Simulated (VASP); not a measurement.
Runs of VASP 6.6.1 on KBr. Symmetry: Fm-3m, No. 225, cubic system. Conventional cell: a = 6.600 Å, b = 6.600 Å, c = 6.600 Å, α = 90.00°, β = 90.00°, γ = 90.00°. Around Br (site symmetry m-3m) lie 6 K at 3.30 Å. K (site symmetry m-3m) is surrounded by 6 Br at 3.30 Å. 

```csv
level,potentials or basis,gap on the mesh (eV),pressure (GPa),relaxed volume (Å³/atom)
LDA,"VASP PAW LDA potentials, release 64 (Br, K_sv)",4.32,0.0,32.49
PW91,"VASP PAW PBE potentials, release 64 (Br, K_sv)",4.34,0.0,37.64
vdW-DF-cx,"VASP PAW PBE potentials, release 64 (Br, K_sv)",(b),0.0,(a)
BLYP,"VASP PAW PBE potentials, release 64 (Br, K_sv)",4.18,0.0,39.74
optB88-vdW,"VASP PAW PBE potentials, release 64 (Br, K_sv)",4.36,0.0,35.43
```

Alike in all rows: task relaxation of cell and atoms; no spin polarisation; cell relaxed; k mesh 7 × 7 × 7; cutoff (eV) 600; smearing fermi-dirac 0.05 eV.

Fill in the values left out.

(a) 36.13; (b) 4.50.

Caveats: the PAW data sets were made with another functional, which shifts forces and pressure a little (some runs); an odd mesh through Γ misses points on the zone boundary, where band edges often lie (some runs).

A k mesh can miss the band edges, and the runs leave out spin-orbit coupling on Br.

Runs at the PBE level aren't shown here.
